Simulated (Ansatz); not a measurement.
An input for Ansatz 0.2.0 (N):

The input input.yaml:

```yaml
crystal:
  lattice:
    - [4.1672328106, 0.0, 0.0]
    - [-2.0836164053, 3.6089294775, 0.0]
    - [0.0, 0.0, 7.00600351]
  atoms:
    - { symbol: "N", position: [0.661382, 0.328787, 0.666444] }
    - { symbol: "N", position: [0.670563, 0.328404, 0.826928] }
    - { symbol: "N", position: [0.340336, 0.671057, 0.16933] }
    - { symbol: "N", position: [0.327136, 0.646401, 0.327779] }
kpoints:
  mp_grid: { grid: [7, 7, 4] }
scf:
  occupations: { method: fermi_dirac, width: 0.05 }
hamiltonian:
  xc: pbe
  pseudopotentials: { kind: all_electron, lapw: { basis_error: 0.001 } }
output:
  forces: true
  stress: true
  eigenvalues: true
  populations: true
```

Potentials or basis: all-electron LAPW, scalar-relativistic.

Command:

```sh
$ ansatz run input.yaml --threads 2 --pin off --max-ram 6144MiB --backend cpu --events-out ev --progress --plain --runs-dir out
```

Problem. Does this run start?

Solution. The run stopped without a result. It printed:

Output:

```text
[... 13 lines left out ...]
Error: memory limit exceeded: the `scf loop` phase needs 6.91 GiB against the run's memory maximum of 6.00 GiB; largest carriers: full-potential basis 5.97 GiB, unmodelled-tail allowance 0.30 GiB, wavefunctions 0.19 GiB, full-potential band sums 0.16 GiB, density mixer 0.08 GiB; a smaller basis.ecutwfc or, where none is typed, a larger hamiltonian.pseudopotentials.lapw.basis_error lowers the `full-potential` rows, and so do fewer k-points and bands; a spill directory would not be enough: with 99 of 99 wavefunction blocks spilled the largest phase would still need 6.72 GiB
with nothing else changed it takes a maximum of at least 6.91 GiB, with nothing to spare, and 7.60 GiB leaves up to a tenth: --max-ram 7.60GiB where that set the maximum, else more of the term that did, and with no share typed, where 7.60 GiB is over 0.88 of the host's memory or its container's limit, a share of 0.88 or
```
